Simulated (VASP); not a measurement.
# SnS2 (Berndtite-2T) (P-3m1) in VASP: further runs, part 2 of 2

VASP 6.6.1. The steps go on from the part before.

**3. Relaxation of cell and atoms, optB86b-vdW**

This run uses another cell than the first one, of 23.10 Å³/atom, 1.030 times its volume.

File INCAR:

```
PREC = Accurate
ENCUT = 600
EDIFF = 1E-7
ISMEAR = 0
SIGMA = 0.03
LREAL = F
LASPH = T
NELM = 80
ALGO = Normal
ISIF = 3
LWAVE = F
LCHARG = F
GGA = MK
LUSE_VDW = T
AGGAC = 0.0
PARAM1 = 0.1234
PARAM2 = 1.0
IBRION = 2
NSW = 90
EDIFFG = -0.005
```

File KPOINTS:

```
regular mesh
0
Gamma
  9 9 5
```

File POSCAR:

```
SnS2                                    
1.0
    3.6819098612      0.0000000000      0.0000000000
   -1.8409549306      3.1886274743     -0.0000000000
    0.0000000000     -0.0000000000      5.9038218230
  Sn              S             
     1     2
Direct
     0.0000000000000000    0.0000000000000000    0.0000000000000000
     0.3333333332999970    0.6666666667000030    0.2512801759909645
     0.6666666667000030    0.3333333332999970    0.7487198240090356
```

Potentials or basis: VASP PAW PBE potentials, release 64 (Sn_d, S).

Run with:

```bash
cat potpaw_PBE.64/Sn_d/POTCAR potpaw_PBE.64/S/POTCAR > POTCAR
mpirun -np 1 vasp_std > vasp.out
```

OUTCAR:

```text
PREC = Accurate
   ENCUT = 600
   EDIFF = 1E-7
   ISMEAR = 0
   LREAL = F
   LASPH = T
   NELM = 80
   ISIF = 3
   GGA = MK
   IBRION = 2
   NSW = 90
   EDIFFG = -0.005

 ion  position               nearest neighbor table
   1  0.000  0.000  0.000-   2 2.59   3 2.59   3 2.59   2 2.59   3 2.59   2 2.59
   2  0.333  0.667  0.251-   1 2.59   1 2.59   1 2.59
   3  0.667  0.333  0.749-   1 2.59   1 2.59   1 2.59

  LATTYP: Found a hexagonal cell.
 ALAT       =     3.6819098612
 C/A-ratio  =     1.6034672345

  Lattice vectors:

 A1 = (   3.6819098612,   0.0000000000,   0.0000000000)
 A2 = (  -1.8409549306,   3.1886274743,   0.0000000000)
 A3 = (   0.0000000000,   0.0000000000,   5.9038218230)

Analysis of symmetry for initial positions (statically):
=====================================================================
 Subroutine PRICEL returns:
 Original cell was already a primitive cell.

 Routine SETGRP: Setting up the symmetry group for a
 hexagonal supercell.

 Subroutine GETGRP returns: Found 12 space group operations
 (whereof 12 operations were pure point group operations)
 out of a pool of 24 trial point group operations.

The static configuration has the point symmetry D_3d.
[... 174 lines left out ...]
  --------------------------------------------------------------------------------------
  -------------------------------------------------------------------------------------
  Total       -0.0093168     -0.0093168     -0.0226746      0.0000000      0.0000000      0.0000000
  in kB       -0.2153618     -0.2153618     -0.5241322      0.0000000      0.0000000      0.0000000
  external PRESSURE =      -0.3182852 kB  Pullay stress =       0.0000000 kB
[... 182 lines left out ...]
--------------------------------------- Ionic step        6  -------------------------------------------

 number of electron      25.9999997 magnetization

 Free energy of the ion-electron system (eV)
  ---------------------------------------------------
  ext. energy  EPLUGINS =         0.00000000
  ---------------------------------------------------
  free energy    TOTEN  =        -7.25647329 eV

  energy without entropy =       -7.25647329  energy(sigma->0) =       -7.25647329

 E-fermi :   4.6183     XC(G=0):  -9.6379

 val. band max:        4.4566829092   @ k =   0.1111  -0.0000   0.0000
 cond. band min:       5.7303877147   @ k =   0.0000   0.4444   0.4000
 fundamental gap:      1.2737048055
 Fermi energy:         4.6182789546

 k-point     1 :       0.0000    0.0000    0.0000
  band No.  band energies     occupation
      1     -16.4898      2.00000
      2     -16.4898      2.00000
      3     -16.4494      2.00000
      4     -16.4256      2.00000
      5     -16.4256      2.00000
      6      -9.1867      2.00000
[... 457 lines left out ...]
      4     -16.4261      2.00000
      5     -16.4084      2.00000
      6      -8.2482      2.00000
[... 9 lines left out ...]
     16      10.2262      0.00000
     17      11.3209      0.00000

 [... further k-points ...]

------------------------ aborting loop because EDIFF is reached ----------------------------------------

  FORCE on cell =-STRESS in cart. coord.  units (eV):
  Direction    XX          YY          ZZ          XY          YZ          ZX
  --------------------------------------------------------------------------------------
  -------------------------------------------------------------------------------------
  Total        0.0014359      0.0014359     -0.0124642      0.0000000      0.0000000      0.0000000
  in kB        0.0332630      0.0332630     -0.2887402      0.0000000      0.0000000      0.0000000
  external PRESSURE =      -0.0740714 kB  Pullay stress =       0.0000000 kB
[... 22 lines left out ...]
  energy  without entropy=       -7.2564732869  energy(sigma->0) =       -7.25647329

Total vdW correction in eV:      4.1465920

 reached required accuracy - stopping structural energy minimisation
```

OSZICAR:

```text
N       E                     dE             d eps       ncg     rms          rms(c)
DAV:   1     0.224510878055E+03    0.22451E+03   -0.13845E+04  1700   0.200E+03
DAV:   2     0.183553834594E+02   -0.20616E+03   -0.20232E+03  1814   0.450E+02
DAV:   3    -0.691381784483E+01   -0.25269E+02   -0.24835E+02  2228   0.134E+02
[... 47 lines left out ...]
DAV:   3    -0.725648121280E+01    0.43343E-04   -0.77051E-05  2093   0.128E-01    0.223E-02
DAV:   4    -0.725647279235E+01    0.84205E-05   -0.26348E-05  2546   0.648E-02    0.852E-03
DAV:   5    -0.725647310839E+01   -0.31604E-06   -0.34671E-06  2301   0.159E-02    0.362E-03
DAV:   6    -0.725647322971E+01   -0.12132E-06   -0.18636E-07  1627   0.466E-03    0.957E-04
DAV:   7    -0.725647328687E+01   -0.57162E-07   -0.48112E-08   961   0.350E-03
   6 F= -.72564733E+01 E0= -.72564733E+01  d E =-.376839E-04
```

CONTCAR:

```text
SnS2
   1.00000000000000
     3.6815984169610747    0.0000000000000000   -0.0000000000000000
    -1.8407992084805374    3.1883577556772140   -0.0000000000000000
    -0.0000000000000000    0.0000000000000000    5.8920089485957972
  Sn              S
     1     2
Direct
     1.0000000000000000    0.0000000000000000    0.0000000000000000
     0.3333333332999970    0.6666666667000030    0.2518446029316668
     0.6666666667000030    0.3333333332999970    0.7481553970683332

  0.00000000E+00  0.00000000E+00  0.00000000E+00
  0.00000000E+00  0.00000000E+00  0.00000000E+00
  0.00000000E+00  0.00000000E+00  0.00000000E+00
```

It took 5.6 min on 1 thread of Intel Xeon Platinum 8488C (Sapphire Rapids), shared host; peak memory 0.48 GiB.

What came out:

| Quantity | Value |
| --- | --- |
| Free energy | -7.2565 eV |
| Relaxed volume | 23.05 Å³/atom |
| Relaxed cell | a = 3.682 Å, b = 3.682 Å, c = 5.892 Å, α = 90.00°, β = 90.00°, γ = 120.00° |
| Space group after relaxing (to 0.05 Å) | P-3m1 (No. 164) |
| Energy gained by relaxing | 0.0 meV/atom |
| Ionic steps | 6 |
| Pressure after relaxing | 0.0 GPa |
| Band gap on the k mesh | 1.27 eV, indirect (least direct gap 1.66 eV) |

Final structure:
```yaml
crystal:
  lattice:
    - [3.68160, 0.00000, 0.00000]
    - [-1.84080, 3.18836, 0.00000]
    - [0.00000, 0.00000, 5.89201]
  atoms:
    - { symbol: Sn, position: [0.00000, 0.00000, 0.00000] }
    - { symbol: S, position: [0.33333, 0.66667, 0.25184] }
    - { symbol: S, position: [0.66667, 0.33333, 0.74816] }
```

Levels at points of the mesh, in eV from the valence-band top:
| k point | band 10 | band 11 | band 12 | band 13 | band 14 | band 15 | band 16 | band 17 |
| --- | --- | --- | --- | --- | --- | --- | --- | --- |
| (0.00, 0.00, 0.00) | -0.66 | -0.40 | -0.40 | 0.00 | 1.66 | 3.57 | 5.30 | 5.30 |

Caveat: the PAW data sets were made with another functional, which shifts forces and pressure a little; spin-orbit coupling is left out, which moves the levels of the heavy elements; an odd mesh through Γ misses points on the zone boundary, where band edges often lie.

**4. Relaxation of cell and atoms, r2SCAN, target pressure 1.2 GPa, at which the enthalpy is minimised**

File INCAR:

```
SYSTEM = SnS2
ALGO     = Normal         ! electronic algorithm
EDIFF    = 1E-6           ! SCF threshold, eV
EDIFFG   = -0.01          ! ionic threshold
ENCUT    = 600            ! plane-wave cutoff, eV
IBRION   = 2              ! ionic algorithm
ISIF     = 3              ! what is computed and relaxed
ISMEAR   = 0              ! smearing method
LASPH    = .TRUE.         ! aspherical terms in the spheres
LCHARG   = .FALSE.        ! write CHGCAR
LMIXTAU  = .TRUE.       
LREAL    = .FALSE.        ! projectors in reciprocal space
LWAVE    = .FALSE.        ! write WAVECAR
METAGGA  = R2SCAN         ! meta-GGA
NELM     = 80             ! most SCF steps
NSW      = 90             ! ionic steps
PREC     = Accurate       ! precision mode
PSTRESS  = 12.0         
SIGMA    = 0.03           ! smearing width, eV
```

File KPOINTS:

```
k-points
0
G
  9 9 5
  0 0 0
```

File POSCAR:

```
SnS2
1.0
    3.6390000000      0.0000000000      0.0000000000
   -1.8195000000      3.1514664444      0.0000000000
    0.0000000000      0.0000000000      5.8680000000
Sn S
1 2
Direct
    0.0000000000      0.0000000000      0.0000000000
    0.3333333333      0.6666666667      0.2500000000
    0.6666666667      0.3333333333      0.7500000000
```

Potentials or basis: VASP PAW PBE potentials, release 64 (Sn_d, S).

Run with:

```bash
cat potpaw_PBE.64/Sn_d/POTCAR potpaw_PBE.64/S/POTCAR > POTCAR
mpirun -np 1 vasp_std > vasp.out
```

OUTCAR:

```text
SYSTEM = SnS2
   EDIFF = 1E-6
   EDIFFG = -0.01
   ENCUT = 600
   IBRION = 2
   ISIF = 3
   ISMEAR = 0
   LASPH = .TRUE.
   LREAL = .FALSE.
   METAGGA = R2SCAN
   NELM = 80
   NSW = 90
   PREC = Accurate
   PSTRESS = 12.0

 ion  position               nearest neighbor table
   1  0.000  0.000  0.000-   2 2.56   3 2.56   3 2.56   2 2.56   3 2.56   2 2.56
   2  0.333  0.667  0.250-   1 2.56   1 2.56   1 2.56
   3  0.667  0.333  0.750-   1 2.56   1 2.56   1 2.56

  LATTYP: Found a hexagonal cell.
 ALAT       =     3.6390000000
 C/A-ratio  =     1.6125309151

  Lattice vectors:

 A1 = (   3.6390000000,   0.0000000000,   0.0000000000)
 A2 = (  -1.8195000000,   3.1514664444,   0.0000000000)
 A3 = (   0.0000000000,   0.0000000000,   5.8680000000)

Analysis of symmetry for initial positions (statically):
=====================================================================
 Subroutine PRICEL returns:
 Original cell was already a primitive cell.

 Routine SETGRP: Setting up the symmetry group for a
 hexagonal supercell.

 Subroutine GETGRP returns: Found 12 space group operations
 (whereof 12 operations were pure point group operations)
 out of a pool of 24 trial point group operations.

The static configuration has the point symmetry D_3d.

Analysis of symmetry for dynamics (positions and initial velocities):
=====================================================================
 Subroutine PRICEL returns:
 Original cell was already a primitive cell.

 Routine SETGRP: Setting up the symmetry group for a
 hexagonal supercell.

 Subroutine GETGRP returns: Found 12 space group operations
 (whereof 12 operations were pure point group operations)
 out of a pool of 24 trial point group operations.

The dynamic configuration has the point symmetry D_3d.

 Subroutine INISYM returns: Found 12 space group operations
 (whereof 12 operations are pure point group operations),
[... 125 lines left out ...]
   AEXX    =    0.0000 exact exchange contribution
   IVDW    =     0    specifies the selected vdW correction
   LEPSILON=     F    determine dielectric tensor
   LRPA    =     F    only Hartree local field effects (RPA)
 conjugate gradient relaxation of ions
 non-spin polarized calculation
 Gauss-broadening in eV      SIGMA  =   0.03
  energy-cutoff  :      600.00
  volume of cell :       67.30
 maximum number of plane-waves:      2297
 NGX is ok and might be reduce to    30
   NGX = 15   NGY = 15   NGZ = 23

--------------------------------------- Ionic step        1  -------------------------------------------

 number of electron      25.9999995 magnetization

 Free energy of the ion-electron system (eV)
  ---------------------------------------------------
  ext. energy  EPLUGINS =         0.00000000
  ---------------------------------------------------
  free energy    TOTEN  =       -42.20460794 eV

  energy without entropy =      -42.20460794  energy(sigma->0) =      -42.20460794

------------------------ aborting loop because EDIFF is reached ----------------------------------------

  FORCE on cell =-STRESS in cart. coord.  units (eV):
  Direction    XX          YY          ZZ          XY          YZ          ZX
  --------------------------------------------------------------------------------------
  -------------------------------------------------------------------------------------
  Total        0.9376817      0.9376817      0.6992276      0.0000000      0.0000000     -0.0000000
  in kB       22.3244700     22.3244700     16.6473182      0.0000000      0.0000000     -0.0000000
  external PRESSURE =       8.4320861 kB  Pullay stress =      12.0000000 kB
[... 299 lines left out ...]
--------------------------------------- Ionic step        9  -------------------------------------------

 number of electron      25.9999994 magnetization

 Free energy of the ion-electron system (eV)
  ---------------------------------------------------
  ext. energy  EPLUGINS =         0.00000000
  ---------------------------------------------------
  free energy    TOTEN  =       -42.21932181 eV

  energy without entropy =      -42.21932181  energy(sigma->0) =      -42.21932181

 E-fermi :   4.4575     XC(G=0): -10.1409

 val. band max:        4.2572702251   @ k =   0.0000   0.0000   0.0000
 cond. band min:       6.0694734413   @ k =   0.0000   0.4444   0.4000
 fundamental gap:      1.8122032162
 Fermi energy:         4.4574981638

 k-point     1 :       0.0000    0.0000    0.0000
  band No.  band energies     occupation
      1     -17.3011      2.00000
      2     -17.3011      2.00000
      3     -17.2332      2.00000
      4     -17.2105      2.00000
      5     -17.2105      2.00000
      6     -10.0564      2.00000
[... 457 lines left out ...]
      4     -17.2072      2.00000
      5     -17.1872      2.00000
      6      -9.0708      2.00000
[... 9 lines left out ...]
     16      10.7383      0.00000
     17      11.9125      0.00000

 [... further k-points ...]

------------------------ aborting loop because EDIFF is reached ----------------------------------------

  FORCE on cell =-STRESS in cart. coord.  units (eV):
  Direction    XX          YY          ZZ          XY          YZ          ZX
  --------------------------------------------------------------------------------------
  -------------------------------------------------------------------------------------
  Total        0.5437079      0.5437079      0.5342078      0.0000000     -0.0000000     -0.0000000
  in kB       12.6690330     12.6690330     12.4476695      0.0000000     -0.0000000     -0.0000000
  external PRESSURE =       0.5952452 kB  Pullay stress =      12.0000000 kB
[... 22 lines left out ...]
  energy  without entropy=      -42.2193218083  energy(sigma->0) =      -42.21932181

  enthalpy is  TOTEN    =       -41.7043263231 eV   P V=        0.5149954852

 reached required accuracy - stopping structural energy minimisation
```

OSZICAR:

```text
N       E                     dE             d eps       ncg     rms          rms(c)
DAV:   1     0.185914173995E+03    0.18591E+03   -0.14045E+04  1702   0.206E+03
DAV:   2    -0.224512361595E+02   -0.20837E+03   -0.20441E+03  1868   0.455E+02
DAV:   3    -0.463828865516E+02   -0.23932E+02   -0.23340E+02  2111   0.134E+02
[... 110 lines left out ...]
DAV:   5    -0.422193113684E+02   -0.16161E-04   -0.88464E-05  1763   0.109E-01    0.196E-02
DAV:   6    -0.422193092013E+02    0.21671E-05   -0.38091E-05  1714   0.708E-02    0.895E-03
DAV:   7    -0.422193207205E+02   -0.11519E-04   -0.21202E-05  1713   0.484E-02    0.266E-03
DAV:   8    -0.422193222693E+02   -0.15488E-05   -0.11794E-06  1534   0.123E-02    0.163E-03
DAV:   9    -0.422193218083E+02    0.46102E-06   -0.13689E-07   928   0.438E-03
   9 F= -.41704326E+02 E0= -.41704326E+02  d E =-.970881E-03
```

CONTCAR:

```text
SnS2
   1.00000000000000
     3.6557486143907609    0.0000000000000000   -0.0000000000000000
    -1.8278743071953805    3.1659711699468516   -0.0000000000000001
     0.0000000000000000   -0.0000000000000001    5.9408621912580930
  Sn              S
     1     2
Direct
     0.0000000000000000    0.0000000000000000    0.0000000000000000
     0.3333333332999970    0.6666666667000030    0.2460400524229591
     0.6666666667000030    0.3333333332999970    0.7539599475770408

  0.00000000E+00  0.00000000E+00  0.00000000E+00
  0.00000000E+00  0.00000000E+00  0.00000000E+00
  0.00000000E+00  0.00000000E+00  0.00000000E+00
```

Run time: 14 min. Hardware: 1 thread of Intel Xeon 6975P-C (Granite Rapids), shared host; peak memory 0.25 GiB.

Results:

* Free energy: -42.2193 eV
* Relaxed volume: 22.92 Å³/atom
* Relaxed cell: a = 3.656 Å, b = 3.656 Å, c = 5.941 Å, α = 90.00°, β = 90.00°, γ = 120.00°
* Space group after relaxing (to 0.05 Å): P-3m1 (No. 164)
* Energy change on relaxing (the enthalpy is what falls): -4.9 meV/atom
* Ionic steps: 9
* Pressure after relaxing: 1.3 GPa
* Largest force after relaxing: 0.006 eV/Å
* Band gap on the k mesh: 1.81 eV, indirect (least direct gap 2.25 eV)

Forces in eV/Å, atoms in the order of the input:
```
Sn   0.000  0.000  0.000
S    0.000  0.000  0.006
S    0.000  0.000 -0.006
```

The path:
| step | energy change (eV) | largest force (eV/Å) | pressure (GPa) | volume (Å³) |
| --- | --- | --- | --- | --- |
| 1 | 0.0000 | 0.0196 | 2.04 | 67.30 |
| 2 | -0.0098 | 0.1516 | 0.55 | 68.45 |
| 3 | -0.0072 | 0.1000 | 1.13 | 67.99 |
| 4 | -0.0086 | 0.0456 | 1.20 | 68.09 |
| 5 | -0.0091 | 0.0193 | 1.24 | 68.13 |
| 6 | -0.0099 | 0.0163 | 1.24 | 68.21 |
| 7 | -0.0122 | 0.0069 | 1.25 | 68.45 |
| 8 | -0.0159 | 0.0124 | 1.27 | 68.93 |
| 9 | -0.0147 | 0.0060 | 1.26 | 68.76 |

Final structure:
```
CELL_PARAMETERS angstrom
3.65575 0.00000 0.00000
-1.82787 3.16597 0.00000
0.00000 0.00000 5.94086
ATOMIC_POSITIONS crystal
Sn 0.00000 0.00000 0.00000
S 0.33333 0.66667 0.24604
S 0.66667 0.33333 0.75396
```

Levels at points of the mesh, in eV from the valence-band top:
| k point | band 10 | band 11 | band 12 | band 13 | band 14 | band 15 | band 16 | band 17 |
| --- | --- | --- | --- | --- | --- | --- | --- | --- |
| (0.00, 0.00, 0.00) | -0.66 | -0.36 | -0.36 | 0.00 | 2.45 | 4.19 | 5.90 | 5.90 |

Caveat: the cell is relaxed towards a set pressure, so the enthalpy falls and the energy may rise; the PAW data sets were made with another functional, which shifts forces and pressure a little; spin-orbit coupling is left out, which moves the levels of the heavy elements; an odd mesh through Γ misses points on the zone boundary, where band edges often lie. Zero-point motion and thermal expansion aren't in these numbers.

**5. Relaxation of cell and atoms, r2SCAN, target pressure 1.2 GPa, at which the enthalpy is minimised**

This run uses another cell than the first one, of 22.92 Å³/atom, 1.022 times its volume.

Edit INCAR of step 4 so:

```diff
@@ -2,4 +2,4 @@
 ALGO     = Normal         ! electronic algorithm
-EDIFF    = 1E-6           ! SCF threshold, eV
-EDIFFG   = -0.01          ! ionic threshold
+EDIFF    = 1E-7           ! SCF threshold, eV
+EDIFFG   = -0.005         ! ionic threshold
 ENCUT    = 600            ! plane-wave cutoff, eV
```

KPOINTS is that of step 4.

File POSCAR:

```
SnS2                                    
1.0
    3.6557486144      0.0000000000     -0.0000000000
   -1.8278743072      3.1659711699     -0.0000000000
    0.0000000000     -0.0000000000      5.9408621913
  Sn              S             
     1     2
Direct
     0.0000000000000000    0.0000000000000000    0.0000000000000000
     0.3333333332999970    0.6666666667000030    0.2460400524229591
     0.6666666667000030    0.3333333332999970    0.7539599475770408
```

Run with:

```bash
cat potpaw_PBE.64/Sn_d/POTCAR potpaw_PBE.64/S/POTCAR > POTCAR
mpirun -np 1 vasp_std > vasp.out
```

Run time: 6 min. Hardware: 1 thread of Intel Xeon 6975P-C (Granite Rapids), shared host; peak memory 0.25 GiB.

Results (log left out):

* Free energy: -42.2200 eV
* Relaxed volume: 22.94 Å³/atom
* Relaxed cell: a = 3.657 Å, b = 3.657 Å, c = 5.942 Å, α = 90.00°, β = 90.00°, γ = 120.00°
* Space group after relaxing (to 0.05 Å): P-3m1 (No. 164)
* Energy change on relaxing (the enthalpy is what falls): -0.1 meV/atom
* Ionic steps: 3
* Pressure after relaxing: 1.2 GPa
* Band gap on the k mesh: 1.81 eV, indirect (least direct gap 2.25 eV)

Forces on the atoms (eV/Å):
```
Sn   0.000  0.000  0.000
S    0.000  0.000 -0.002
S    0.000  0.000  0.002
```

The path:
```tsv
step	energy change (eV)	largest force (eV/Å)	pressure (GPa)	volume (Å³)
1	0.0000	0.0060	1.27	68.76
2	-0.0007	0.0108	1.13	68.86
3	-0.0004	0.0021	1.20	68.81
```

Final structure:
```
CELL_PARAMETERS angstrom
3.65665 0.00000 0.00000
-1.82833 3.16676 0.00000
0.00000 0.00000 5.94197
ATOMIC_POSITIONS crystal
Sn 0.00000 0.00000 0.00000
S 0.33333 0.66667 0.24606
S 0.66667 0.33333 0.75394
```

Levels at points of the mesh, in eV from the valence-band top:
```tsv
k point	band 10	band 11	band 12	band 13	band 14	band 15	band 16	band 17
(0.00, 0.00, 0.00)	-0.66	-0.36	-0.36	0.00	2.44	4.18	5.89	5.89
```

Caveat: the cell is relaxed towards a set pressure, so the enthalpy falls and the energy may rise; the PAW data sets were made with another functional, which shifts forces and pressure a little; spin-orbit coupling is left out, which moves the levels of the heavy elements; an odd mesh through Γ misses points on the zone boundary, where band edges often lie.
